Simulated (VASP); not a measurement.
HfO2:

```xyz
3
Lattice="0.0000 2.5094 2.5094 2.5094 0.0000 2.5094 2.5094 2.5094 0.0000" Properties=species:S:1:pos:R:3 pbc="T T T"
Hf    0.0000    0.0000    0.0000
O     3.7641    3.7641    3.7641
O     1.2547    1.2547    1.2547
```

Measurements of this composition are mostly on another form, of space group No. 14.

Base run:

```yaml
Program: VASP 6.6.1
Functional: TB-mBJ
Potentials_or_basis: VASP PAW PBE potentials, release 64 (Hf_pv, O)
Cutoff: 520 eV
k_mesh: 8 × 8 × 8
Occupations: gaussian, width 0.02 eV
Spin: no spin polarisation
```

Its results: band gap on the k mesh 5.84 eV, indirect (least direct gap 5.85 eV).

The run is repeated on the same cell with these changes: functional from TB-mBJ to r2SCAN. What comes out?

Band gap on the k mesh 4.39 eV, direct.

Caveats: spin-orbit coupling is left out, which moves the levels of the heavy elements.

Not every run made on this cell is shown here.
